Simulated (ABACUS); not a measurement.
# TaS2 (P-3m1) in ABACUS: reference runs

Aim: a first look at TaS2 with PBEsol, on the cell as given.

All numbers are computed with ABACUS 3.10.1; they aren't measurements. Logs are shortened: lines on timing, memory, paths and dates and some standing lists are left out, and cuts for length are marked.

## (1) The structure

The structure is trigonal, space group P-3m1 (No. 164). The conventional cell has a = 3.350 Å, b = 3.350 Å, c = 5.860 Å, α = 90.00°, β = 90.00°, γ = 120.00°. Around Ta (site symmetry -3m) lie 6 S at 2.43 Å. Around S (site symmetry 3m) lie 3 Ta at 2.43 Å.

## (2) Single point, PBEsol

Input file INPUT:

```
INPUT_PARAMETERS
suffix              TaS2
calculation         scf
basis_type          pw
pseudo_dir          ./
symmetry            1
dft_functional      pbesol
ecutwfc             58
pseudo_rcut         7
nspin               1
nbands              17
ks_solver           dav
smearing_method     fd
smearing_sigma      0.00367493
scf_thr             1e-08
scf_nmax            100
mixing_type         broyden
mixing_beta         0.7
cal_force           1
cal_stress          1
kpar                4
```

Input file STRU:

```
ATOMIC_SPECIES
Ta 180.9479 Ta.upf
S 32.0600 S.upf

LATTICE_CONSTANT
1.8897261246

LATTICE_VECTORS
3.3500000000 0.0000000000 0.0000000000
-1.6750000000 2.9011851027 0.0000000000
0.0000000000 0.0000000000 5.8600000000

ATOMIC_POSITIONS
Direct

Ta
0.0
1
0.0000000000 0.0000000000 0.0000000000 1 1 1

S
0.0
2
0.6666666667 0.3333333333 0.7500000000 1 1 1
0.3333333333 0.6666666667 0.2500000000 1 1 1
```

Input file KPT:

```
K_POINTS
0
Gamma
9 9 5 0 0 0
```

Potentials or basis: PseudoDojo NC SR 0.4.1 PBEsol standard, plane waves.

Started as:

```bash
OMP_NUM_THREADS=1 mpirun -np 4 abacus > log
```

running log:

```text
ABACUS v3.10.1

               Atomic-orbital Based Ab-initio Computation at UStc

 ------------------------------------------------------------------------------------

 READING GENERAL INFORMATION
                           global_out_dir = OUT.TaS2/
                           global_in_card = INPUT
                               pseudo_dir = ./
                              orbital_dir =
                                    DSIZE = 4
                                    GSIZE = 1

 READING UNITCELL INFORMATION
                                    ntype = 2
                  lattice constant (Bohr) = 1.88973
              lattice constant (Angstrom) = 1

 READING ATOM TYPE 1
                               atom label = Ta
                      L=0, number of zeta = 1
                      L=1, number of zeta = 1
                      L=2, number of zeta = 1
             number of atom for this type = 1

 READING ATOM TYPE 2
                               atom label = S
                      L=0, number of zeta = 1
                      L=1, number of zeta = 1
                      L=2, number of zeta = 1
             number of atom for this type = 2

                        TOTAL ATOM NUMBER = 3
DIRECT COORDINATES
    atom                   x                   y                   z     mag                  vx                  vy                  vz
taud_Ta1            0.0000000000        0.0000000000        0.0000000000  0.0000        0.0000000000        0.0000000000        0.0000000000
taud_S1            0.6666666667        0.3333333333        0.7500000000  0.0000        0.0000000000        0.0000000000        0.0000000000
taud_S2            0.3333333333        0.6666666667        0.2500000000  0.0000        0.0000000000        0.0000000000        0.0000000000

                          Volume (Bohr^3) = 384.339
                             Volume (A^3) = 56.9531

 Lattice vectors: (Cartesian coordinate: in unit of a_0)
                +3.35                  +0                  +0
               -1.675            +2.90119                  +0
                   +0                  +0               +5.86
 Reciprocal vectors: (Cartesian coordinate: in unit of 2 pi/a_0)
            +0.298507           +0.172343                  -0
                   -0           +0.344687                  -0
                   +0                  -0           +0.170648
 The esolver type has been set to : ksdft_pw

                PAO radial cut off (Bohr) = 7

 Read in pseudopotential file is Ta.upf
                     pseudopotential type = NC
          exchange-correlation functional = PBESOL
                 nonlocal core correction = 1
                        valence electrons = 13
                                     lmax = 3
                           number of zeta = 4
                     number of projectors = 8
                           L of projector = 0
                           L of projector = 0
                           L of projector = 1
                           L of projector = 1
                           L of projector = 2
                           L of projector = 2
                           L of projector = 3
                           L of projector = 3
                PAO radial cut off (Bohr) = 7

 Read in pseudopotential file is S.upf
                     pseudopotential type = NC
          exchange-correlation functional = PBESOL
                 nonlocal core correction = 1
                        valence electrons = 6
                                     lmax = 2
                           number of zeta = 2
                     number of projectors = 6
                           L of projector = 0
                           L of projector = 0
                           L of projector = 1
                           L of projector = 1
                           L of projector = 2
                           L of projector = 2
     initial pseudo atomic orbital number = 18

 SETUP THE ELECTRONS NUMBER
            electron number of element Ta = 13
      total electron number of element Ta = 13
             electron number of element S = 6
       total electron number of element S = 12
            AUTOSET number of electrons:  = 25
                           occupied bands = 13
                                   NBANDS = 17
                                   NLOCAL = 27

%%%%%%%%%%%%%%%%%%%%%%%%%%%%%%%%%%%%%%%%%%%%%%%%%%%%%%%%%%%%%%%%%%%%%%%%%%%%%%%%%%%%%%%%%%%%%%%%%%%%%%%%%%
 Warning: the number of valence electrons in pseudopotential > 5 for Ta: [Xe] 4f14 5d3 6s2
 Pseudopotentials with additional electrons can yield (more) accurate outcomes, but may be less efficient.
 If you're confident that your chosen pseudopotential is appropriate, you can safely ignore this warning.
%%%%%%%%%%%%%%%%%%%%%%%%%%%%%%%%%%%%%%%%%%%%%%%%%%%%%%%%%%%%%%%%%%%%%%%%%%%%%%%%%%%%%%%%%%%%%%%%%%%%%%%%%%

 SETUP THE PLANE WAVE BASIS
[... 79 lines left out ...]
                             BRAVAIS TYPE = 4
                     BRAVAIS LATTICE NAME = 04. Hexagonal cell
                                    ibrav = 4
                       right hand lattice = 1
(for k-lattice: )
                             BRAVAIS TYPE = 4
                     BRAVAIS LATTICE NAME = 04. Hexagonal cell
                                    ibrav = 4
                       right hand lattice = 1
                        ROTATION MATRICES = 24
                               nkstot_ibz = 50
K-POINTS REDUCTION ACCORDING TO SYMMETRY
     IBZ    DIRECT_X    DIRECT_Y    DIRECT_Z  WEIGHT  ibz2bz
       1  0.00000000  0.00000000  0.00000000  0.0025       0
       2 -0.11111111  0.11111111  0.00000000  0.0148       1
       3 -0.22222222  0.22222222  0.00000000  0.0148       2
       4 -0.33333333  0.33333333  0.00000000  0.0148       3
       5 -0.44444444  0.44444444  0.00000000  0.0148       4
       6 -0.11111111  0.22222222  0.00000000  0.0148      10
[... 22 lines left out ...]
      29  0.44444444  0.33333333  0.20000000  0.0296     102
      30  0.33333333  0.44444444  0.20000000  0.0296     103
[... 20 further k points ...]

                               nkstot now = 50
[... K-POINTS DIRECT COORDINATES: 50 rows ...]

           k-point number in this process = 13
       minimum distributed K point number = 12
[... stars of the k points ...]

[... K-POINTS CARTESIAN COORDINATES: 13 rows ...]

[... K-POINTS DIRECT COORDINATES: 13 rows ...]

 SETUP PLANE WAVES FOR WAVE FUNCTIONS
     energy cutoff for wavefunc (unit:Ry) = 58
              fft grid for wave functions = [ 32, 32, 54 ]
                    number of plane waves = 3971
                         number of sticks = 199

 PARALLEL PW FOR WAVE FUNCTIONS
     PROC   COLUMNS(POT)             PW
        1            199           3971
 --------------- sum -------------------
        1            199           3971

 SETUP NONLOCAL PSEUDOPOTENTIALS IN PLANE WAVE BASIS
 Ta non-local projectors:
 projector 1 L=0
 projector 2 L=0
 projector 3 L=1
 projector 4 L=1
 projector 5 L=2
 projector 6 L=2
 projector 7 L=3
 projector 8 L=3
 S non-local projectors:
 projector 1 L=0
 projector 2 L=0
 projector 3 L=1
 projector 4 L=1
 projector 5 L=2
 projector 6 L=2
      TOTAL NUMBER OF NONLOCAL PROJECTORS = 68

 Init Non-Local PseudoPotential table :
 Init Non-Local-Pseudopotential done.

                                     npwx = 2901

 Make real space PAO into reciprocal space.
       max mesh points in Pseudopotential = 701
     dq(describe PAO in reciprocal space) = 0.01
                                    max q = 918

 number of pseudo atomic orbitals for Ta is 4
WARNING: norm of atomic wavefunction # 3 of atomic type Ta is 0.998532, renormalized
WARNING: norm of atomic wavefunction # 4 of atomic type Ta is 0.995326, renormalized

 number of pseudo atomic orbitals for S is 2
WARNING: norm of atomic wavefunction # 1 of atomic type S is 0.999996, renormalized
WARNING: norm of atomic wavefunction # 2 of atomic type S is 0.999702, renormalized

 -------------------------------------------
 SELF-CONSISTENT
 -------------------------------------------
                                 init_chg = atomic

 PW ALGORITHM --------------- ION=   1  ELEC=   1--------------------------------
 Notice: Threshold on eigenvalues was too large.
 hsover_error=0.25 > DRHO=0.140911
 Origin diag ethr = 0.01
 New diag ethr = 0.000563644

 Density error is 0.14250906315
                          Error Threshold = 0.00056364369415
----------------------------------------------------------
     Energy           Rydberg                 eV
----------------------------------------------------------
 E_KohnSham     -174.4224814488      -2373.1396070026
 E_Harris       -175.9021588565      -2393.2716509494
 E_Fermi        0.7826405918         10.6483715352
----------------------------------------------------------
[... 75 lines left out ...]
 Density error is 2.85047074701e-09
                          Error Threshold = 3.82163280155e-10
----------------------------------------------------------
     Energy           Rydberg                 eV
----------------------------------------------------------
 E_KohnSham     -174.4683075795      -2373.7631034983
 E_KS(sigma->0) -174.4677527228      -2373.7555542851
 E_Harris       -174.4685476952      -2373.7663704401
 E_band         -13.9120719978       -189.2834501564
 E_one_elec     -62.0311383111       -843.9769344574
 E_Hartree      40.3792521026        549.3879095740
 E_xc           -42.1109254379       -572.9485340087
 E_Ewald        -110.7043862196      -1506.2104461797
 E_entropy(-TS) -0.0011097135        -0.0150984266
 E_descf        0.0000000000         0.0000000000
 E_exx          0.0000000000         0.0000000000
 E_Fermi        0.7732993190         10.5212769973
----------------------------------------------------------

 charge density convergence is achieved
 final etot is -2373.7631035 eV
 EFERMI = 10.521276997 eV

 STATE ENERGY(eV) AND OCCUPATIONS    NSPIN == 1
 1/13 kpoint (Cartesian) = 0.0000 0.0000 0.0000 (2901 pws)
       1       -58.1852     0.00493827
       2       -24.6690     0.00493827
       3       -24.6295     0.00493827
       4       -24.6295     0.00493827
       5       -4.60325     0.00493827
       6       -2.49734     0.00493827
[... 9 lines left out ...]
      16        14.6288    1.03725e-38
[... 82 lines left out ...]
       4       -24.6487      0.0296296
       5       -4.04795      0.0296296
       6       -2.52419      0.0296296
[... 9 lines left out ...]
      16        14.3249    2.71575e-35
      17        14.6331    5.71405e-38

[... levels at 7 further k points ...]

------------------------------------------------------------------------------------------
 TOTAL-FORCE (eV/Angstrom)
------------------------------------------------------------------------------------------
                       Ta1         0.0000000000         0.0000000000         0.0000000000
                        S1         0.0000000000         0.0000000000        -0.9711891848
                        S2         0.0000000000         0.0000000000         0.9711891848
------------------------------------------------------------------------------------------

----------------------------------------------------------------
 TOTAL-STRESS (KBAR)
----------------------------------------------------------------
        24.8865793344        -0.0000000000        -0.0000000000
         0.0000000000        24.8865793340         0.0000000000
        -0.0000000000        -0.0000000000        78.9979114052
----------------------------------------------------------------
 TOTAL-PRESSURE: 42.923690 KBAR

 --------------------------------------------
 !FINAL_ETOT_IS -2373.7631034983410245 eV
 --------------------------------------------
```

It took 6.8 s on 4 MPI ranks of Intel Xeon Platinum 8488C (Sapphire Rapids), shared host; peak memory 0.36 GiB.

What came out:

| Item | Value |
| --- | --- |
| Free energy | -2373.7631 eV |
| Pressure | 4.3 GPa |
| Largest force | 0.971 eV/Å |
| Band gap on the k mesh | none (metal or under the smearing width) |

Forces on the atoms (eV/Å):
```
Ta   0.000  0.000  0.000
S    0.000  0.000 -0.971
S    0.000  0.000  0.971
```

Levels at points of the mesh, in eV from the Fermi level:
| k point | band 11 | band 12 | band 13 | band 14 | band 15 | band 16 |
| --- | --- | --- | --- | --- | --- | --- |
| (0.00, 0.00, 0.00) | -0.76 | -0.76 | 0.02 | 0.02 | 0.26 | 4.11 |

Caveat: this functional lacks dispersion, which binds the layers, so the pressure and a relaxed spacing across them are unreliable. Spin-orbit coupling is left out, which matters for the levels of Ta.
